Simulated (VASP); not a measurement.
**VASP inputs for MgS (strained zincblende)**

INCAR

```
NBANDS = 11
LASPH = .TRUE.
EDIFF = 1E-7
ISMEAR = 0
METAGGA = R2SCAN
ALGO = Normal
PREC = Accurate
NSW = 0
ENCUT = 520
LWAVE = .FALSE.
NELM = 120
SIGMA = 0.01
LCHARG = .FALSE.
IBRION = -1
ISIF = 2
LREAL = .FALSE.
```

KPOINTS

```
KPOINTS created by Atomic Simulation Environment
0
Gamma
8 8 8
0 0 0
```

KPOINTS_OPT

```
special points
6
Reciprocal
0.0000000000 0.0000000000 0.0000000000 1
-0.5000000000 -0.5000000000 0.0000000000 1
-0.3750000000 -0.3750000000 0.2500000000 1
-0.3750000000 0.0000000000 0.3750000000 1
0.0000000000 0.0000000000 0.5000000000 1
-0.5000000000 -0.2500000000 0.2500000000 1
```

POSCAR

```
Mg S
 1.0000000000000000
     0.0000000000000000    2.8450312253000001    2.8450312253000001
     2.8450312253000001    0.0000000000000000    2.8450312253000001
     2.8450312253000001    2.8450312253000001    0.0000000000000000
 Mg  S
   1   1
Cartesian
  0.0000000000000000  0.0000000000000000  0.0000000000000000
  1.4225156126500000  1.4225156126500000  1.4225156126500000
```

VASP ran with the recommended PBE PAW datasets (8 valence electrons in the cell).

Question: Estimate the main results of this run.

Answer: gap between bands v and c 4.05 eV; least direct gap 4.05 eV; pressure -1.1 GPa.

Band v is the last that the valence electrons fill when counted band by band, and c is the next. Levels in eV from the top of v:

| point | v−1 | v | c | c+1 |
| --- | --- | --- | --- | --- |
| Γ | 0.00 | 0.00 | 4.05 | 8.55 |
| X | -1.03 | -1.03 | 4.33 | 6.24 |
| K | -1.86 | -0.81 | 5.31 | 7.57 |
| L | -0.33 | -0.33 | 5.73 | 8.19 |
| W | -1.83 | -1.31 | 5.98 | 8.61 |
